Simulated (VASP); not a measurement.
A run of VASP 6.6.1:

File INCAR:

```
PREC     = Accurate       # precision mode
ENCUT    = 400            # plane-wave cutoff, eV
EDIFF    = 1E-6           # SCF threshold, eV
ISMEAR   = 0              # smearing method
SIGMA    = 0.01           # smearing width, eV
LREAL    = F              # projectors in reciprocal space
LASPH    = T              # aspherical terms in the spheres
NELM     = 60             # most SCF steps
ALGO     = Fast           # electronic algorithm
ISIF     = 2              # what is computed and relaxed
LWAVE    = F              # write WAVECAR
LCHARG   = F              # write CHGCAR
GGA      = MK             # functional
LUSE_VDW = T            
AGGAC    = 0.0          
PARAM1   = 0.1234       
PARAM2   = 1.0          
ISYM     = 0
```

KPOINTS

```
Automatic mesh
0
Gamma
  1 1 1
```

Contents of POSCAR:

```
I                                       
1.0
   12.9797068966      0.0000000000      0.0000000000
    0.0000000000     13.4797068966      0.0000000000
    0.0000000000      0.0000000000     13.9797068966
  I             
     2
Selective dynamics
Direct
     0.5955224535000028    0.5389366429999995    0.5076943307999997   F   F   F
     0.4030455029626473    0.4679472619002431    0.4921887565880388   T   T   T
```

Potentials or basis: VASP PAW PBE potentials, release 64 (I).

The run is started by

```sh
$ cat potpaw_PBE.64/I/POTCAR > POTCAR
$ mpirun -np 4 vasp_gam > vasp.out
```

Hardware: 4 MPI ranks on Intel(R) Xeon(R) Platinum 8488C (Sapphire Rapids) (shared host).

Estimate the wall time of this run.

It took 7.8 min on 4 MPI ranks on Intel(R) Xeon(R) Platinum 8488C (Sapphire Rapids) (shared host), peak memory 1.3 GiB a rank. Counts: scf iterations 22, k points 1.
